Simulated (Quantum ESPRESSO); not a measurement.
# Al (P6/mmm) in Quantum ESPRESSO: further runs, part 2 of 2

Quantum ESPRESSO 7.5. The steps go on from the part before.

## Step 3: Phonons, PBE

Input file pw.in:

```
&CONTROL
  calculation = 'scf'
  prefix = 'pwscf'
  outdir = './tmp'
  pseudo_dir = './pseudo'
  tprnfor = .true.
  tstress = .true.
  disk_io = 'low'
/
&SYSTEM
  ibrav = 0
  nat = 2
  ntyp = 1
  ecutwfc = 40
  nbnd = 8
  occupations = 'smearing'
  smearing = 'mv'
  degauss = 0.01469973
/
&ELECTRONS
  conv_thr = 4d-10
  electron_maxstep = 120
  mixing_beta = 0.5
/
ATOMIC_SPECIES
Al    26.9815 Al.upf
CELL_PARAMETERS angstrom
   4.4916000000    0.0000000000    0.0000000000
  -2.2458000000    3.8898400000    0.0000000000
   0.0000000000    0.0000000000    2.7226000000
ATOMIC_POSITIONS angstrom
Al    -0.0000224580    2.5932396328    0.0000000000
Al     2.2458224580    1.2966003672    0.0000000000
K_POINTS automatic
7 7 10 0 0 0
```

Input file scf2.in:

```
&CONTROL
  calculation = 'scf'
  prefix = 'pwscf'
  outdir = './tmp'
  pseudo_dir = './pseudo'
  tprnfor = .true.
  tstress = .true.
  disk_io = 'low'
/
&SYSTEM
  ibrav = 0
  nat = 2
  ntyp = 1
  ecutwfc = 40
  nbnd = 8
  occupations = 'smearing'
  smearing = 'mv'
  degauss = 0.01469973
/
&ELECTRONS
  conv_thr = 1d-13
  electron_maxstep = 120
  mixing_beta = 0.5
  startingpot = 'file'
  startingwfc = 'file'
/
ATOMIC_SPECIES
Al    26.9815 Al.upf
CELL_PARAMETERS angstrom
   4.4916000000    0.0000000000    0.0000000000
  -2.2458000000    3.8898400000    0.0000000000
   0.0000000000    0.0000000000    2.7226000000
ATOMIC_POSITIONS angstrom
Al    -0.0000224580    2.5932396328    0.0000000000
Al     2.2458224580    1.2966003672    0.0000000000
K_POINTS automatic
7 7 10 0 0 0
```

Input file ph.in:

```
phonons of Al
&INPUTPH
  prefix = 'pwscf'
  outdir = './tmp'
  tr2_ph = 1d-16
  fildyn = 'dyn'
  niter_ph = 60
  alpha_mix(1) = 0.4
/
0.5000000000 0.2886751126 0.0000000000
```

Potentials or basis: PseudoDojo 0.4.1 SR PBE standard.

Command:

```console
$ OMP_NUM_THREADS=1 pw.x -in pw.in > pw.out
$ OMP_NUM_THREADS=1 pw.x -in scf2.in > scf2.out
$ OMP_NUM_THREADS=1 ph.x -in ph.in > ph.out
```

pw.out:

```text
This program is part of the open-source Quantum ESPRESSO suite
     for quantum simulation of materials; please cite
[... 9 lines left out ...]
     --------------------
     sticks:   dense  smooth     PW     G-vecs:    dense   smooth      PW
     Sum         793     793    253                10881    10881    1895

     Using Slab Decomposition

     bravais-lattice index     =            0
     lattice parameter (alat)  =       8.4879  a.u.
     unit-cell volume          =     321.0061 (a.u.)^3
     number of atoms/cell      =            2
     number of atomic types    =            1
     number of electrons       =         6.00
     number of Kohn-Sham states=            8
     kinetic-energy cutoff     =      40.0000  Ry
     charge density cutoff     =     160.0000  Ry
     scf convergence threshold =      4.0E-10
     mixing beta               =       0.5000
     number of iterations used =            8  plain     mixing
     Exchange-correlation= PBE
                           (   1   4   3   4   0   0   0)

     celldm(1)=   8.487894  celldm(2)=   0.000000  celldm(3)=   0.000000
     celldm(4)=   0.000000  celldm(5)=   0.000000  celldm(6)=   0.000000

     crystal axes: (cart. coord. in units of alat)
               a(1) = (   1.000000   0.000000   0.000000 )
               a(2) = (  -0.500000   0.866025   0.000000 )
               a(3) = (   0.000000   0.000000   0.606154 )

     reciprocal axes: (cart. coord. in units 2 pi/alat)
               b(1) = (  1.000000  0.577350 -0.000000 )
[... 137 lines left out ...]

     Threshold (ethr) on eigenvalues was too large:
     Diagonalizing with lowered threshold

     Davidson diagonalization with overlap
     ethr =  2.50E-04,  avg # of iterations =  4.2

     total energy              =      -9.19714756 Ry
     estimated scf accuracy    <       0.01563317 Ry
[... 12 lines left out ...]
     total energy              =      -9.19717438 Ry
     estimated scf accuracy    <       0.00002536 Ry

     iteration #  4     ecut=    40.00 Ry     beta= 0.50
     Davidson diagonalization with overlap
     c_bands:  1 eigenvalues not converged
     c_bands:  1 eigenvalues not converged
     ethr =  4.23E-07,  avg # of iterations =  6.6

     total energy              =      -9.19718489 Ry
     estimated scf accuracy    <       0.00000054 Ry

     iteration #  5     ecut=    40.00 Ry     beta= 0.50
     Davidson diagonalization with overlap
     ethr =  9.08E-09,  avg # of iterations =  3.0
[... 18 lines left out ...]
     iteration #  8     ecut=    40.00 Ry     beta= 0.50
     Davidson diagonalization with overlap
     ethr =  3.73E-11,  avg # of iterations =  1.9

     End of self-consistent calculation

          k = 0.0000 0.0000 0.0000 (  1373 PWs)   bands (ev):

    -4.7959   3.2804   3.2807   3.7466   6.3739   6.3741   9.6799  13.7081

          k = 0.0000 0.0000 0.1650 (  1367 PWs)   bands (ev):
[... 375 lines left out ...]
          k =-0.2857 0.4949 0.8249 (  1356 PWs)   bands (ev):

     1.6233   2.2218   2.6178   3.1338   4.5242   6.9656  11.4871  12.2753

     the Fermi energy is     4.1408 ev

!    total energy              =      -9.19718528 Ry
     estimated scf accuracy    <          7.6E-12 Ry
     smearing contrib. (-TS)   =       0.00019007 Ry
     internal energy E=F+TS    =      -9.19737535 Ry

     The total energy is F=E-TS. E is the sum of the following terms:
     one-electron contribution =       3.45552526 Ry
     hartree contribution      =       0.42877578 Ry
     xc contribution           =      -4.15867001 Ry
     ewald contribution        =      -8.92300638 Ry

     convergence has been achieved in   8 iterations

     Forces acting on atoms (cartesian axes, Ry/au):

     atom    1 type  1   force =     0.00001130   -0.00000653    0.00000000
     atom    2 type  1   force =    -0.00001130    0.00000653    0.00000000

     Total force =     0.000018     Total SCF correction =     0.000000

     Computing stress (Cartesian axis) and pressure

          total   stress  (Ry/bohr**3)                   (kbar)     P=       15.30
   0.00013190   0.00000008   0.00000000           19.40        0.01        0.00
   0.00000008   0.00013199   0.00000000            0.01       19.42        0.00
   0.00000000   0.00000000   0.00004818            0.00        0.00        7.09

=------------------------------------------------------------------------------=
   JOB DONE.
=------------------------------------------------------------------------------=
```

ph.out:

```text
This program is part of the open-source Quantum ESPRESSO suite
     for quantum simulation of materials; please cite
         "P. Giannozzi et al., J. Phys.:Condens. Matter 21 395502 (2009);
         "P. Giannozzi et al., J. Phys.:Condens. Matter 29 465901 (2017);
         "P. Giannozzi et al., J. Chem. Phys. 152 154105 (2020);
     in publications or presentations arising from this work. More details at

     IMPORTANT: XC functional enforced from input :
[... 271 lines left out ...]
     freq (   6-   6) =        362.3  [cm-1]   --> B_u

     INITIALIZATION:

     DYNAMICAL MATRIX:

      Additional routines

=------------------------------------------------------------------------------=
   JOB DONE.
=------------------------------------------------------------------------------=
```

Run time: 1.7 min. Hardware: 1 thread of Intel Xeon 6975P-C (Granite Rapids), shared host; peak memory 0.09 GiB.

Results:

```yaml
Free_energy: -125.1341 eV
Pressure_after_relaxing: 1.5 GPa
Band_gap_on_the_k_mesh: none (metal or under the smearing width)
Highest_phonon_frequency_at_the_q_point_run: 362 cm⁻¹
Most_unstable_mode: 152i cm⁻¹
```

Stress tensor (GPa, compression positive):
```
1.94 0.00 0.00
0.00 1.94 0.00
0.00 0.00 0.71
```

Phonon frequencies in cm⁻¹ (negative: imaginary):
| q point | frequencies |
| --- | --- |
| (0.500, 0.000, 0.000) | -152 -114 -22 218 304 362 |

Phonon modes at q = (0.500, 0.000, 0.000) in reciprocal lattice units:
```tsv
mode	symmetry	cm⁻¹
1	A_u	-152
2	B_g	-114
3	A_g	-22
4	B_u	218
5	A_g	304
6	B_u	362
```

Caveat: the mesh is thin for the phonons of a metal; some modes are imaginary; the q point doesn't lie on the k mesh, which can shift a metal's frequencies strongly unless the mesh is converged.
